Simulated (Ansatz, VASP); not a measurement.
# Two plane-wave programs on BaTiO3 (Barioperovskite)

File POSCAR:

```
BaTiO3
1.0
    3.9855000000      0.0000000000      0.0000000000
    0.0000000000      2.8369000000      2.8451500000
    0.0000000000     -2.8369000000      2.8451500000
Ba Ti O
1 1 3
Direct
    0.0000000000      0.0000000000      0.0000000000
    0.5000000000      0.5124000000      0.5124000000
    0.0000000000      0.4874000000      0.4874000000
    0.5000000000      0.5052400000      0.9918400000
    0.5000000000      0.9918400000      0.5052400000
```

INCAR.step1

```
SYSTEM = BaTiO3
PREC     = Accurate       ! precision mode
ENCUT    = 520            ! plane-wave cutoff, eV
ISMEAR   = -1             ! smearing method
SIGMA    = 0.05           ! smearing width, eV
LREAL    = .FALSE.        ! projectors in reciprocal space
LASPH    = .TRUE.         ! aspherical terms in the spheres
NELM     = 150            ! most SCF steps
LMAXMIX  = 4              ! l up to which the mixer works
LDAU     = .TRUE.         ! DFT+U
LDAUTYPE = 2            
LDAUL    = -1 2 -1        ! shell
LDAUU    = 0 8 0          ! U, eV
LDAUJ    = 0 0 0        
NBANDS   = 28             ! bands
GGA      = PE             ! functional
ALGO     = Normal         ! electronic algorithm
EDIFF    = 1E-4           ! SCF threshold, eV
LWAVE    = .TRUE.         ! write WAVECAR
LCHARG   = .FALSE.        ! write CHGCAR
```

File INCAR.step2:

```
SYSTEM = BaTiO3
PREC     = Accurate       ! precision mode
ENCUT    = 520            ! plane-wave cutoff, eV
EDIFF    = 1E-7           ! SCF threshold, eV
ISMEAR   = -1             ! smearing method
SIGMA    = 0.05           ! smearing width, eV
LREAL    = .FALSE.        ! projectors in reciprocal space
LASPH    = .TRUE.         ! aspherical terms in the spheres
NELM     = 150            ! most SCF steps
ALGO     = Normal         ! electronic algorithm
ISIF     = 2              ! what is computed and relaxed
LWAVE    = .FALSE.        ! write WAVECAR
LCHARG   = .TRUE.         ! write CHGCAR
LMAXMIX  = 4              ! l up to which the mixer works
LDAU     = .TRUE.         ! DFT+U
LDAUTYPE = 2            
LDAUL    = -1 2 -1        ! shell
LDAUU    = 0 8 0          ! U, eV
LDAUJ    = 0 0 0        
LDAUPRINT= 1            
METAGGA  = R2SCAN         ! meta-GGA
LMIXTAU  = .TRUE.       
LELF     = .TRUE.         ! ELF
LVHAR    = .TRUE.       
NBANDS   = 28             ! bands
ISTART   = 1
```

File KPOINTS:

```
regular mesh
0
G
  4 4 4
  0 0 0
```

Input for Ansatz:

```yaml
crystal:
  lattice:
    - [3.9855, 0.0, 0.0]
    - [0.0, 2.8369, 2.84515]
    - [0.0, -2.8369, 2.84515]
  atoms:
    - { symbol: Ba, position: [0.0, 0.0, 0.0] }
    - { symbol: Ti, position: [0.5, 0.5124, 0.5124] }
    - { symbol: O, position: [0.0, 0.4874, 0.4874] }
    - { symbol: O, position: [0.5, 0.50524, 0.99184] }
    - { symbol: O, position: [0.5, 0.99184, 0.50524] }
kpoints:
  mp_grid:
    grid: [4, 4, 4]
hamiltonian:
  xc: r2scan
  hubbard:
    - { species: Ti, l: d, u_eff: 8.0 }
scf:
  occupations:
    method: fermi_dirac
    width: 0.05
output:
  eigenvalues: true
```

Alike in both runs: task single point; functional r2SCAN; k mesh 4 × 4 × 4; occupations fermi-dirac, width 0.05 eV; no spin polarisation; Hubbard terms Ti d U = 8.0 eV.

|  | VASP | Ansatz |
| --- | --- | --- |
| version | VASP 6.6.1 | Ansatz 0.2.0 |
| potentials or method | VASP PAW PBE potentials, release 64 (Ba_sv, Ti_sv, O) | plane waves, PAW |
| plane-wave cutoff (eV) | 520 | 500 |
| valence electrons in the cell | 40 | 40 |

```csv
,VASP,Ansatz,Ansatz less VASP
gap on the k mesh at the Fermi level (eV),3.35,3.44,+0.086
```

The programs project onto different local orbitals, so the same U acts differently.

Caveats: spin-orbit coupling is left out, which moves the levels of the heavy elements. A k mesh can miss the band edges.
